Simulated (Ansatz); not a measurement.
InSb: energy along a strain

InSb, F-43m, a = 6.635 Å. Ansatz: PBE, PAW, 420 eV, Γ-centred 16×16×16 mesh on 2 atoms, Gaussian smearing 0.15 eV; no spin polarisation. Cell vectors (Å): 0.000 3.317 3.317; 3.317 0.000 3.317; 3.317 3.317 0.000. The cell is strained by x per cent times the pattern (1 1 0 0 0 0) in the order xx yy zz yz xz xy (engineering shears), with fractional coordinates held. y is the free energy over the start, V0 = 36.509 Å³/atom.

```tsv
x (%)	y (meV/atom)
-2.00	?
-1.00	1.94
0.00	0.00
0.50	0.46
1.50	4.04
2.00	7.09
```

Task: Fit y = c2 x² + c3 x³ to the other rows, get the stiffness along the pattern, and predict the missing energy.

Result: Least squares on the rows shown. y = 1.882 x² − 0.05502 x³. The clamped-ion stiffness p·C·p = 2 × 18.82 eV × 160.2 / 36.509 Å³ = 165 GPa. At x = -2.00 the fit asked for gives 7.97 meV/atom. The run gave 7.93 meV/atom, so the fit is 0.04 meV/atom too high, a small miss on the scale of the series. The form still works here, 33 % of the fitted range beyond its end.